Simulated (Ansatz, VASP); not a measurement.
**TiO2: VASP beside Ansatz**

Contents of INCAR:

```
  PREC = Accurate
  ENCUT = 520
  EDIFF = 1E-6
  ISMEAR = 0
  SIGMA = 0.05
  LREAL = F
  LASPH = T
  NELM = 60
  ALGO = Normal
  ISIF = 2
  LWAVE = F
  LCHARG = T
  GGA = PE
  LELF = T
  LVHAR = T
  NBANDS = 33
```

KPOINTS

```
regular mesh
0
Gamma
  6 6 10
```

The input POSCAR:

```
TiO2
1.0
    4.8601000000      0.0000000000      0.0000000000
    0.0000000000      4.8601000000      0.0000000000
    0.0000000000      0.0000000000      2.7268000000
Ti O
2 4
Direct
    0.0000000000      0.0000000000      0.0000000000
    0.5000000000      0.5000000000      0.5000000000
    0.3050970583      0.3050970583      0.0000000000
    0.1949029417      0.8050970583      0.5000000000
    0.6949029417      0.6949029417      0.0000000000
    0.8050970583      0.1949029417      0.5000000000
```

Input for Ansatz:

```yaml
crystal:
  lattice:
    - [4.8601, 0.0, 0.0]
    - [0.0, 4.8601, 0.0]
    - [0.0, 0.0, 2.7268]
  atoms:
    - { symbol: Ti, position: [0.0, 0.0, 0.0] }
    - { symbol: Ti, position: [0.5, 0.5, 0.5] }
    - { symbol: O, position: [0.3050970583, 0.3050970583, 0.0] }
    - { symbol: O, position: [0.1949029417, 0.8050970583, 0.5] }
    - { symbol: O, position: [0.6949029417, 0.6949029417, 0.0] }
    - { symbol: O, position: [0.8050970583, 0.1949029417, 0.5] }
basis:
  ecutwfc: 520.0
kpoints:
  mp_grid: { grid: [6, 6, 10] }
hamiltonian:
  xc: pbe
  pseudopotentials: { kind: paw, azcp: { folder: soft_1 } }
scf:
  occupations: { method: gaussian, width: 0.05 }
output:
  forces: true
  stress: true
  eigenvalues: true
```

Alike in both runs: task single point; functional PBE; k mesh 6 × 6 × 10; occupations gaussian, width 0.05 eV; no spin polarisation.

|  | VASP | Ansatz |
| --- | --- | --- |
| version | VASP 6.6.1 | Ansatz 0.2.0 |
| potentials or method | VASP PAW PBE potentials, release 64 (Ti_sv, O) | scalar-relativistic, plane waves, PAW |
| plane-wave cutoff (eV) | 520 | 520 |
| valence electrons in the cell | 48 | 48 |

|  | VASP | Ansatz | Ansatz less VASP |
| --- | --- | --- | --- |
| gap on the k mesh at the Fermi level (eV) | 1.84 | 1.85 | +0.011 |
| least direct gap on the mesh (eV) | 1.85 | 1.86 | +0.009 |
| pressure (GPa) | 6.5 | 5.8 | -0.65 |
| largest component of the traceless stress (GPa) | 26.38 | 26.07 | -0.315 |
| rms of the force components (eV/Å) | 0.018 | 0.013 | -0.0045 |

Atom by atom the forces differ by 0.031 eV/Å (rms over components). The functional is the same, so the differences come from potentials, cutoffs and numerics.

A k mesh can miss the band edges.
